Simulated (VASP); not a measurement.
The system is CoO.

```
Co O
1.0
    -1.41423    2.44951    2.72172
     2.82845    0.00000    2.72172
     1.41422    2.44951    0.00000
Co O
2 2
Direct
  0.25000 0.25000 0.75000
  0.75000 0.75000 0.25000
  0.83333 0.16667 0.50000
  0.33333 0.66667 0.00000
```

The cell was built by a generator and needn't be a form met in nature.

Base run:

* Program: VASP 6.6.1
* Functional: PBE
* Potentials or basis: VASP PAW PBE potentials, release 64 (Co, O)
* Cutoff: 520 eV
* k mesh: 8 × 8 × 8
* Occupations: fermi-dirac, width 0.05 eV
* Spin: no spin polarisation

Its results: band gap on the k mesh none (metal or under the smearing width); pressure -12.4 GPa; largest force 0.007 eV/Å.

Problem. The run is repeated on the same cell with these changes: spin from no spin polarisation to collinear spin, antiferromagnetic start. What comes out?

Solution. Band gap on the k mesh none (metal or under the smearing width); pressure 0.7 GPa; net moment 0.00 μB per cell; site moments Co +2.35, -2.35; O +0.00 μB; largest force 0.293 eV/Å.

Caveats: semilocal functionals often make such compounds metallic where correlation or magnetic order opens a gap, which also shifts bond lengths.
